## How large is a functional's platinum?

One gigapascal changes the volume of platinum by roughly 0.4 percent. The step from LDA to PBE changes it by about 6 percent, with the same atoms and the same starting cell. For anyone who computes a lattice constant, a strain or a density, the choice of functional therefore weighs as much as a pressure of more than ten gigapascals.

Six functionals relax one cell of face-centred cubic platinum here, and the results of two are hidden. Can the four known volumes, together with what is known of the formulas, place the other two?

GPAW 26.7.0, plane-wave PAW DFT without spin polarisation, spin-orbit coupling or dispersion correction; cell relaxation of face-centred cubic Pt. All runs use a 600 eV cutoff, a 12 × 12 × 12 k-point mesh and Fermi-Dirac smearing of 0.05 eV. Volume changes are relative to the common starting cell, and a is the edge of the one-atom primitive cell.

```
functional                                           potentials  volume change (%)  relaxed length a (Å)
       LDA                 GPAW-PAW-data-sets-(gpaw-data-1.2.1)             -2.440                 2.750
       PBE                 GPAW-PAW-data-sets-(gpaw-data-1.2.1)              3.700                 2.807
    PBEsol  PAW-data-sets-made-by gpaw-setup-for-the-functional                  ?                     ?
    revPBE                 GPAW-PAW-data-sets-(gpaw-data-1.2.1)              5.110                 2.820
      RPBE                 GPAW-PAW-data-sets-(gpaw-data-1.2.1)              5.190                 2.820
      BLYP  PAW-data-sets-made-by gpaw-setup-for-the-functional                  ?                     ?
```

The relaxed length is the edge of the primitive cell, which in this structure is the distance between neighbouring atoms. The three edges of each known row stay equal, so the volume change tells the whole story. One percent of volume is about a third of a percent in length.

## LDA and PBE: shrink or swell

LDA shrinks the cell by 2.4 percent and PBE expands it by 3.7 percent. The stresses before any relaxation say the same. In the common starting cell LDA finds the metal stretched by 7 GPa, while PBE finds it compressed by 10 GPa. A cell relaxed with one functional can thus be under considerable stress in another, which matters when elastic data are computed on a borrowed structure.

The reason lies in how the two functionals see the electron density. LDA treats each point as part of a uniform electron gas. PBE also looks at how steeply the density varies, measured by the reduced gradient $s=|\nabla n|/(2k_F n)$, where $n$ is the density and $k_F=(3\pi^2 n)^{1/3}$. When atoms move apart, the density they share thins out, and its variation relative to its size is expected to grow on the whole. A functional that rewards steepness therefore favours a larger cell.

Two terms respond to steepness, and they pull in opposite directions. Gradient-corrected exchange lowers the energy where the density is steep and so favours expansion. Gradient-corrected correlation becomes weaker there, which raises the energy and opposes expansion. I call the difference between the two the net gain. What counts for the volume is how fast this gain grows as the cell expands, because a gain that stayed the same at every volume would not push the atoms apart.

## revPBE and RPBE: the same correlation, stronger exchange

The next two known rows keep PBE's correlation and change only its exchange. In PBE the reward for steepness levels off as $s$ grows; in revPBE it levels off at a higher value, and in RPBE it climbs faster towards the same limit as in PBE. Both therefore expand the cell further, to a little over 5 percent. This step is about a quarter of the one from LDA to PBE.

The two look almost tied in the table, 0.08 points apart, but they were not relaxed under the same conditions. The RPBE run aimed at a pressure of 1 GPa and ended there, while the other three known runs ended close to zero. The revPBE stresses, with a rough recalled value for how platinum stiffens under pressure, give a bulk modulus of about 230 GPa. At zero pressure RPBE would then lie near 5.6 percent, clearly above revPBE.

## What the known rows leave open

A simple model takes the volume shift from LDA as proportional to the net gain itself. It assumes that a larger gain also grows faster as the cell expands. I evaluate the gain from the standard formulas at one density, ten valence electrons spread over the starting cell, and at one representative $s$. This $s$ and the factor of proportionality come from a least-squares fit to the four known rows, corrected to zero pressure. The fit gives $s\approx1.2$ and meets these rows within 0.03 points, but LDA is its fixed origin, so only three volumes constrain two numbers. The two constants can trade against each other and are not properties of platinum.

A simpler model uses exchange alone, and it also meets the known rows within 0.2 points. This is no surprise, because PBE, revPBE and RPBE share one correlation formula. The known rows test differences in exchange well and differences in correlation hardly at all. PBEsol and BLYP change the correlation too, and there the two models part.

## The forecast for PBEsol

PBEsol has the same form as PBE with weaker gradient terms. The exchange gain per electron is the uniform-gas exchange energy, about 9.3 eV at the chosen density, times

$$\frac{\mu s^2}{1+\mu s^2/\kappa}.$$

Here $\mu$ sets how fast the reward grows and $\kappa\approx0.80$ where it levels off. With $s^2\approx1.5$, PBE ($\mu\approx0.22$) gains about 2.2 eV and PBEsol ($\mu\approx0.12$) about 1.4 eV.

Correlation takes part of this back. At the same density and gradient its formula costs about 1.1 eV in PBE and 0.95 eV in PBEsol. Before rounding, the net gains are about 1.07 and 0.445 eV. These are values of the formulas at one nominal point, not energies of the real metal; only their ratio, about 0.42, enters the estimate.

The step from LDA to PBE is 6.1 points, and 0.42 of it is about 2.6 points. Added to LDA's shrinkage of about 2.5 percent, this leaves PBEsol almost at the starting volume. The forecast is **+0.1 percent, give or take 1 point**, nearer LDA than PBE. Exchange alone would put it at +2.1 percent, because it overlooks that PBEsol cuts exchange by about a third but correlation much less.

## The forecast for BLYP

BLYP combines Becke's exchange with the correlation of Lee, Yang and Parr, LYP for short. At the chosen point its exchange gain is close to that of PBE. A reader who looked only at exchange would therefore put BLYP near PBE, at about 4.5 percent in the fitted version of that model.

The correlation is the unusual part. LYP's gradient term takes back less than half of what PBE's does, so far more of the exchange gain is left to push the atoms apart. LYP also fails to reproduce the correlation energy of a uniform gas, and its correlation strengthens less when the gas is compressed. That removes some of the inward pull and adds roughly one to two points of volume in a crude estimate.

Together these give **+9.3 percent, give or take 3 points**, larger than any known row. Both ranges are judgements, not statistical errors. They were guided by repeating the estimate with $s=1$, which moves PBEsol to about −0.5 percent and BLYP to about +11.7 percent. They also allow for the separately generated potentials of the two hidden rows and for their final pressures, which are withheld too.

## The hidden rows

The withheld rows as computed:

```
functional                                           potentials  volume change (%)  relaxed length a (Å)
    PBEsol  PAW-data-sets-made-by gpaw-setup-for-the-functional             -0.370                 2.770
      BLYP  PAW-data-sets-made-by gpaw-setup-for-the-functional             10.270                 2.865
```

PBEsol shrinks the cell by 0.37 percent. The forecast was about half a point too high, well inside its range, and the predicted place nearer LDA than PBE is right: PBEsol has gone about a third of the way. The sign is wrong, since a slight expansion was forecast, but the range covered both signs.

The final pressure does not explain this miss. The PBEsol run ended at about 0.1 GPa, so its volume at zero pressure would be less than 0.1 points larger. A small difference between the potentials could act either way and was not tested, and the single representative gradient is crude enough to be the cause by itself.

BLYP expands the cell by 10.27 percent, the largest change in the table. The forecast was 0.9 points too low, again inside its range. The run ended slightly stretched, at about −0.3 GPa, which changes this by less than 0.3 points. Without the extra shift for the uniform gas it would have been about 2.5 points too low, so that correction helped, though one row cannot confirm its size.

The model with exchange alone fares much worse. It puts PBEsol 2.5 points too high and BLYP 5.8 points too low. Even if BLYP is granted the same uniform-gas shift, more than 4 points are still missing. Two models that could hardly be told apart on the known rows thus differ sharply as soon as the correlation changes.

That favours the balance of exchange and correlation as the explanation, but two rows do not prove it. The density and the gradient in the estimate are nominal single values, whereas the real metal contains a wide range of both. A stricter test would keep one exchange formula and change only the correlation, and no pair of rows here does exactly that.

## Reading a functional by its two halves

For a neighbouring case the useful habit is to ask two questions of a functional: how much does its exchange reward steep density, and how much of that does its correlation take back? In this estimate PBEsol lowers the reward and keeps most of the cost, which fits its compact metal. BLYP has about the same reward as PBE and much less of the cost, which fits its swollen one. Exchange alone would have misplaced both.

The order of volumes is not an order of merit. The starting cell is a common origin here, not a measured reference, and spin-orbit coupling, which matters for an element as heavy as platinum, is left out of all six rows. What the table does show is the size of the choice: from LDA to BLYP the volume of the same metal changes by nearly 13 percent of the starting cell.
